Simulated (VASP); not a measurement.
# BAs (F-43m) in VASP: band structure with PBE

Aim: the band structure of BAs with PBE.

Program: VASP 6.6.1. These are calculated values, not measurements. Logs are shortened: lines on timing, memory, paths and dates and some standing lists are left out, and cuts for length are marked.

## 1. The crystal as given

It takes space group F-43m (No. 216, cubic). Conventional cell: a = 4.816 Å, b = 4.816 Å, c = 4.816 Å, α = 90.00°, β = 90.00°, γ = 90.00°. B (site symmetry -43m) is surrounded by 4 As at 2.09 Å. As (site symmetry -43m) is surrounded by 4 B at 2.09 Å.

## 2. Band structure, PBE

Contents of POSCAR:

```
BAs                                     
1.0
    0.0000000000      2.4081725678      2.4081725678
    2.4081725678      0.0000000000      2.4081725678
    2.4081725678      2.4081725678      0.0000000000
  B               As            
     1     1
Direct
     0.0000000000000000    0.0000000000000000    0.0000000000000000
     0.2500000000000000    0.2500000000000000    0.2500000000000000
```

Contents of INCAR.step1:

```
  PREC = Accurate
  ENCUT = 520
  EDIFF = 1E-7
  ISMEAR = 0
  SIGMA = 1.0
  LREAL = F
  LASPH = T
  NELM = 80
  ALGO = Normal
  ISIF = 2
  LWAVE = F
  LCHARG = T
  GGA = PE
  NBANDS = 11
```

Contents of KPOINTS.step1:

```
regular mesh
0
Gamma
  12 12 12
```

Contents of INCAR.step2:

```
  PREC = Accurate
  ENCUT = 520
  EDIFF = 1E-7
  ISMEAR = 0
  SIGMA = 0.05
  LREAL = F
  LASPH = T
  NELM = 80
  ALGO = Normal
  ISIF = 2
  LWAVE = F
  LCHARG = F
  GGA = PE
  NBANDS = 11
  ICHARG = 11
```

Contents of KPOINTS.step2:

```
path GXWKGLUWLK,UX
20
line-mode
reciprocal
 0.0000000000  0.0000000000  0.0000000000  G
 0.5000000000  0.0000000000  0.5000000000  X

 0.5000000000  0.0000000000  0.5000000000  X
 0.5000000000  0.2500000000  0.7500000000  W

 0.5000000000  0.2500000000  0.7500000000  W
 0.3750000000  0.3750000000  0.7500000000  K

 0.3750000000  0.3750000000  0.7500000000  K
 0.0000000000  0.0000000000  0.0000000000  G

 0.0000000000  0.0000000000  0.0000000000  G
 0.5000000000  0.5000000000  0.5000000000  L

 0.5000000000  0.5000000000  0.5000000000  L
 0.6250000000  0.2500000000  0.6250000000  U

 0.6250000000  0.2500000000  0.6250000000  U
 0.5000000000  0.2500000000  0.7500000000  W

 0.5000000000  0.2500000000  0.7500000000  W
 0.5000000000  0.5000000000  0.5000000000  L

 0.5000000000  0.5000000000  0.5000000000  L
 0.3750000000  0.3750000000  0.7500000000  K

 0.6250000000  0.2500000000  0.6250000000  U
 0.5000000000  0.0000000000  0.5000000000  X
```

Potentials or basis: VASP PAW PBE potentials, release 64 (B, As).

Command:

```console
$ cat potpaw_PBE.64/B/POTCAR potpaw_PBE.64/As/POTCAR > POTCAR
$ cp INCAR.step1 INCAR
$ cp KPOINTS.step1 KPOINTS
$ mpirun -np 1 vasp_std > vasp.out
$ cp INCAR.step2 INCAR
$ cp KPOINTS.step2 KPOINTS
$ mpirun -np 1 vasp_std > vasp.out
```

OUTCAR:

```text
PREC = Accurate
   ENCUT = 520
   EDIFF = 1E-7
   ISMEAR = 0
   LREAL = F
   LASPH = T
   NELM = 80
   ISIF = 2
   GGA = PE
   ICHARG = 11

 ion  position               nearest neighbor table
   1  0.000  0.000  0.000-   2 2.09   2 2.09   2 2.09   2 2.09
   2  0.250  0.250  0.250-   1 2.09   1 2.09   1 2.09   1 2.09

  LATTYP: Found a face centered cubic cell.
 ALAT       =     4.8163451356

  Lattice vectors:

 A1 = (   0.0000000000,   2.4081725678,   2.4081725678)
 A2 = (   2.4081725678,   0.0000000000,   2.4081725678)
 A3 = (   2.4081725678,   2.4081725678,   0.0000000000)

Analysis of symmetry for initial positions (statically):
=====================================================================
 Subroutine PRICEL returns:
 Original cell was already a primitive cell.

 Routine SETGRP: Setting up the symmetry group for a
 face centered cubic supercell.

 Subroutine GETGRP returns: Found 24 space group operations
 (whereof 24 operations were pure point group operations)
 out of a pool of 48 trial point group operations.

The static configuration has the point symmetry T_d .

Analysis of symmetry for dynamics (positions and initial velocities):
=====================================================================
 Subroutine PRICEL returns:
 Original cell was already a primitive cell.

 Routine SETGRP: Setting up the symmetry group for a
 face centered cubic supercell.

 Subroutine GETGRP returns: Found 24 space group operations
 (whereof 24 operations were pure point group operations)
 out of a pool of 48 trial point group operations.

The dynamic configuration has the point symmetry T_d .

 Subroutine INISYM returns: Found 24 space group operations
 (whereof 24 operations are pure point group operations),
 and found     1 'primitive' translations

----------------------------------------------------------------------------------------

                                     Primitive cell

  volume of cell :      27.9314

  direct lattice vectors                    reciprocal lattice vectors
     0.000000000  2.408172568  2.408172568    -0.207626317  0.207626317  0.207626317
     2.408172568  0.000000000  2.408172568     0.207626317 -0.207626317  0.207626317
     2.408172568  2.408172568  0.000000000     0.207626317  0.207626317 -0.207626317

  length of vectors
     3.405670306  3.405670306  3.405670306     0.359619329  0.359619329  0.359619329

  position of ions in fractional coordinates (direct lattice)
     0.000000000  0.000000000  0.000000000
     0.250000000  0.250000000  0.250000000

  ion indices of the primitive-cell ions
   primitive index   ion index
                 1           1
                 2           2

----------------------------------------------------------------------------------------

 KPOINTS: path GXWKGLUWLK,UX

Interpolating k-points between supplied coordinates.

 Line segments in fractional coordinates (reciprocal lattice):
    0.000000  0.000000  0.000000  ...  0.500000  0.000000  0.500000
    0.500000  0.000000  0.500000  ...  0.500000  0.250000  0.750000
    0.500000  0.250000  0.750000  ...  0.375000  0.375000  0.750000
    0.375000  0.375000  0.750000  ...  0.000000  0.000000  0.000000
    0.000000  0.000000  0.000000  ...  0.500000  0.500000  0.500000
    0.500000  0.500000  0.500000  ...  0.625000  0.250000  0.625000
    0.625000  0.250000  0.625000  ...  0.500000  0.250000  0.750000
    0.500000  0.250000  0.750000  ...  0.500000  0.500000  0.500000
    0.500000  0.500000  0.500000  ...  0.375000  0.375000  0.750000
    0.625000  0.250000  0.625000  ...  0.500000  0.000000  0.500000

 Generated    20 points on each line segment, for a total of    200 k-points:

 Following reciprocal coordinates:
            Coordinates               Weight
  0.000000  0.000000  0.000000      0.005000
  0.026316  0.000000  0.026316      0.005000
  0.052632  0.000000  0.052632      0.005000
  0.078947  0.000000  0.078947      0.005000
  0.105263  0.000000  0.105263      0.005000
  0.131579  0.000000  0.131579      0.005000
[... 16 lines left out ...]
  0.500000  0.026316  0.526316      0.005000
  0.500000  0.039474  0.539474      0.005000
 [... further k-points ...]
   k-points           NKPTS =    200   k-points in BZ     NKDIM =    200   number of bands    NBANDS=     11
   number of dos      NEDOS =    301   number of ions     NIONS =      2
   total plane-waves  NPLWV =  21952
   dimension x,y,z NGX =    28 NGY =   28 NGZ =   28
   dimension x,y,z NGXF=    56 NGYF=   56 NGZF=   56
   ions per type =               1   1
   NGX,Y,Z   is equivalent  to a cutoff of  13.67, 13.67, 13.67 a.u.
   NGXF,Y,Z  is equivalent  to a cutoff of  27.34, 27.34, 27.34 a.u.
 SYSTEM =  unknown system
   PREC   = accura    normal or accurate (medium, high low for compatibility)
   ISTART =      0    job   : 0-new  1-cont  2-samecut
   ICHARG =     11    charge: 1-file 2-atom 10-const
   ISPIN  =      1    spin polarized calculation?
   LNONCOLLINEAR =      F non collinear calculations
   LSORBIT =      F    spin-orbit coupling
   LASPH  =      T    aspherical Exc in radial PAW
   ENCUT  =  520.0 eV  38.22 Ry    6.18 a.u.   6.33  6.33  6.33*2*pi/ulx,y,z
   NELM   =     80;   NELMIN=  2; NELMDL=  0     # of ELM steps
   EDIFF  = 0.1E-06   stopping-criterion for ELM
   LREAL  =      F    real-space projection
   EDIFFG = 0.1E-05   stopping-criterion for IOM
   NSW    =      0    number of steps for IOM
   IBRION =     -1    ionic relax: 0-MD 1-quasi-New 2-CG
   NFREE  =      0    steps in history (QN), initial steepest desc. (CG)
   ISIF   =      2    stress and relaxation
   ISYM   =      2    0-nonsym 1-usesym 2-fastsym
   POTIM  = 0.5000    time-step for ionic-motion
   TEBEG  =    0.0;   TEEND  =   0.0 temperature during run
   PSTRESS=    0.0 pullay stress
   NELECT =       8.0000    total number of electrons
   NUPDOWN=      -1.0000    fix difference up-down
   EMIN   =  10.00;   EMAX   =-10.00  energy-range for DOS
   EFERMI =   0.00;   METHOD = LEGACY
   ISMEAR =     0;   SIGMA  =   0.05  broadening in eV -4-tet -1-fermi 0-gaus
   EFERMI_NEDOS =   21; number of points for ismear=-14 and -15
   IALGO  =     38    algorithm
   IMIX   =      4    mixing-type and parameters
     AMIX     =   0.40;   BMIX     =  1.00
     AMIX_MAG =   1.60;   BMIX_MAG =  1.00
  volume/ion in A,a.u.               =      13.97        94.25
  Fermi-wavevector in a.u.,A,eV,Ry     =   1.079130  2.039261 15.844287  1.164522
  Thomas-Fermi vector in A             =   2.215087
   LORBIT       =      0    0 simple, 1 ext, 2 COOP (PROOUT), +10 PAW based schemes
   GGA     = PE    functional components
   LHFCALC =     F    Hartree Fock is set to
   AEXX    =    0.0000 exact exchange contribution
   IVDW    =     0    specifies the selected vdW correction
   LEPSILON=     F    determine dielectric tensor
   LRPA    =     F    only Hartree local field effects (RPA)
 non-spin polarized calculation
 Gauss-broadening in eV      SIGMA  =   0.05
  energy-cutoff  :      520.00
  volume of cell :       27.93
 maximum number of plane-waves:       769
 NGX is ok and might be reduce to    28

 number of electron       8.0000000 magnetization

 Free energy of the ion-electron system (eV)
  ---------------------------------------------------
  ext. energy  EPLUGINS =         0.00000000
  ---------------------------------------------------
  free energy    TOTEN  =       -11.71643043 eV

  energy without entropy =      -11.71643043  energy(sigma->0) =      -11.71643043

 E-fermi :   6.1520     XC(G=0): -10.4823

 val. band max:        5.8514639139   @ k =   0.0000   0.0000   0.0000
 cond. band min:       7.0524499098   @ k =   0.3947   0.0000   0.3947
 fundamental gap:      1.2009859959
 Fermi energy:         6.1520094960

 k-point     1 :       0.0000    0.0000    0.0000
  band No.  band energies     occupation
      1      -9.3273      2.00000
      2       5.8515      2.00000
      3       5.8515      2.00000
      4       5.8515      2.00000
      5       9.0969      0.00000
      6       9.0969      0.00000
      7       9.0969      0.00000
      8      10.2251      0.00000
      9      15.3156      0.00000
     10      18.7059      0.00000
     11      18.7059      0.00000

 k-point     2 :       0.0263    0.0000    0.0263
  band No.  band energies     occupation
      1      -9.3124      2.00000
      2       5.7681      2.00000
      3       5.7779      2.00000
      4       5.7779      2.00000
      5       9.0474      0.00000
      6       9.1866      0.00000
      7       9.1866      0.00000
      8      10.3103      0.00000
      9      15.3784      0.00000
     10      18.3423      0.00000
     11      18.7222      0.00000

 k-point     3 :       0.0526    0.0000    0.0526
  band No.  band energies     occupation
      1      -9.2679      2.00000
      2       5.5332      2.00000
      3       5.5790      2.00000
      4       5.5790      2.00000
      5       8.9225      0.00000
      6       9.4341      0.00000
      7       9.4341      0.00000
      8      10.5271      0.00000
      9      15.5628      0.00000
     10      17.6638      0.00000
     11      18.7711      0.00000

 k-point     4 :       0.0789    0.0000    0.0789
  band No.  band energies     occupation
      1      -9.1937      2.00000
      2       5.1809      2.00000
      3       5.2990      2.00000
      4       5.2990      2.00000
      5       8.7556      0.00000
      6       9.7944      0.00000
      7       9.7944      0.00000
      8      10.8045      0.00000
      9      15.8579      0.00000
     10      16.9575      0.00000
     11      18.8526      0.00000

 k-point     5 :       0.1053    0.0000    0.1053
  band No.  band energies     occupation
      1      -9.0901      2.00000
      2       4.7468      2.00000
      3       4.9768      2.00000
      4       4.9768      2.00000
      5       8.5656      0.00000
      6      10.2282      0.00000
      7      10.2282      0.00000
      8      11.0754      0.00000
      9      16.2451      0.00000
     10      16.3207      0.00000
     11      18.9667      0.00000
[... 211 lines left out ...]
 k-point    21 :       0.5000    0.0000    0.5000
  band No.  band energies     occupation
      1      -5.2666      2.00000
      2      -2.5425      2.00000
      3       1.8738      2.00000
      4       1.8738      2.00000
      5       7.3096      0.00000
      6       7.3162      0.00000
      7      16.9804      0.00000
      8      16.9804      0.00000
      9      18.4947      0.00000
     10      22.7306      0.00000
     11      23.4560      0.00000

 k-point    22 :       0.5000    0.0132    0.5132
  band No.  band energies     occupation
      1      -5.2657      2.00000
      2      -2.5401      2.00000
      3       1.8630      2.00000
      4       1.8644      2.00000
      5       7.3282      0.00000
      6       7.3357      0.00000
      7      16.9602      0.00000
      8      16.9697      0.00000
      9      18.4834      0.00000
     10      22.6664      0.00000
     11      23.3530      0.00000

 k-point    23 :       0.5000    0.0263    0.5263
  band No.  band energies     occupation
      1      -5.2628      2.00000
      2      -2.5331      2.00000
      3       1.8312      2.00000
      4       1.8368      2.00000
      5       7.3835      0.00000
      6       7.3939      0.00000
      7      16.8999      0.00000
      8      16.9366      0.00000
      9      18.4504      0.00000
     10      22.5088      0.00000
     11      23.0869      0.00000

 k-point    24 :       0.5000    0.0395    0.5395
  band No.  band energies     occupation
      1      -5.2581      2.00000
      2      -2.5213      2.00000
      3       1.7798      2.00000
      4       1.7924      2.00000
      5       7.4739      0.00000
      6       7.4891      0.00000
      7      16.8002      0.00000
      8      16.8784      0.00000
      9      18.3993      0.00000
     10      22.3260      0.00000
     11      22.8162      0.00000

 [... further k-points ...]
[... 5 lines left out ...]
  --------------------------------------------------------------------------------------
  -------------------------------------------------------------------------------------
  Total       -0.4243200     -0.4243200     -0.4243200      0.0000000     -0.0000000      0.0000000
  in kB      -24.3394813    -24.3394813    -24.3394813      0.0000000     -0.0000000      0.0000000
  external PRESSURE =     -24.3394813 kB  Pullay stress =       0.0000000 kB

 VOLUME and BASIS-vectors are now :
 -----------------------------------------------------------------------------
  energy-cutoff  :      520.00
  volume of cell :       27.93
      direct lattice vectors                 reciprocal lattice vectors
     0.000000000  2.408172568  2.408172568    -0.207626317  0.207626317  0.207626317
     2.408172568  0.000000000  2.408172568     0.207626317 -0.207626317  0.207626317
     2.408172568  2.408172568  0.000000000     0.207626317  0.207626317 -0.207626317

 POSITION                                       TOTAL-FORCE (eV/Angst)
 -----------------------------------------------------------------------------------
      0.00000      0.00000      0.00000         0.000000      0.000000      0.000000
      1.20409      1.20409      1.20409        -0.000000     -0.000000     -0.000000
 -----------------------------------------------------------------------------------
    total drift:                               -0.000000     -0.000000     -0.000000

  FREE ENERGIE OF THE ION-ELECTRON SYSTEM (eV)
  ---------------------------------------------------
  free  energy   TOTEN  =       -11.7164304334 eV

  energy  without entropy=      -11.7164304334  energy(sigma->0) =      -11.71643043
```

Run time: 44 s. Hardware: 1 thread of Intel Xeon Platinum 8488C (Sapphire Rapids), shared host; peak memory 0.19 GiB.

Results:

```
Band gap on the k mesh  : 1.21 eV, indirect (least direct gap 3.25 eV)
Band gap along the path : 1.20 eV, indirect (least direct gap 3.25 eV)
```

Levels at the corners of the path, in eV from the valence-band top:
```
point  band 1  band 2  band 3  band 4  band 5  band 6  band 7  band 8
    Γ  -15.18    0.00    0.00    0.00    3.25    3.25    3.25    4.37
    X  -11.12   -8.39   -3.98   -3.98    1.46    1.46   11.13   11.13
    X  -11.12   -8.39   -3.98   -3.98    1.46    1.46   11.13   11.13
    W  -10.97   -7.95   -5.34   -5.05    5.24    5.80    6.75    6.88
    W  -10.97   -7.95   -5.34   -5.05    5.24    5.80    6.75    6.88
    K  -11.16   -8.03   -5.79   -3.40    2.05    5.47    9.05    9.55
    K  -11.16   -8.03   -5.79   -3.40    2.05    5.47    9.05    9.55
    Γ  -15.18    0.00    0.00    0.00    3.25    3.25    3.25    4.37
    Γ  -15.18    0.00    0.00    0.00    3.25    3.25    3.25    4.37
    L  -12.40   -8.61   -1.78   -1.78    2.55    4.75    4.75    8.81
    L  -12.40   -8.61   -1.78   -1.78    2.55    4.75    4.75    8.81
    U  -11.16   -8.03   -5.79   -3.40    2.05    5.47    9.05    9.55
    U  -11.16   -8.03   -5.79   -3.40    2.05    5.47    9.05    9.55
    W  -10.97   -7.95   -5.34   -5.05    5.24    5.80    6.75    6.88
    W  -10.97   -7.95   -5.34   -5.05    5.24    5.80    6.75    6.88
    L  -12.40   -8.61   -1.78   -1.78    2.55    4.75    4.75    8.81
    L  -12.40   -8.61   -1.78   -1.78    2.55    4.75    4.75    8.81
    K  -11.16   -8.03   -5.79   -3.40    2.05    5.47    9.05    9.55
    U  -11.16   -8.03   -5.79   -3.40    2.05    5.47    9.05    9.55
    X  -11.12   -8.39   -3.98   -3.98    1.46    1.46   11.13   11.13
```

Caveat: the log is that of the step along the path at fixed density, whose energy, stress, charges and moments have no meaning. Expect the measured gap to be larger: semilocal functionals such as PBE lack the derivative discontinuity.
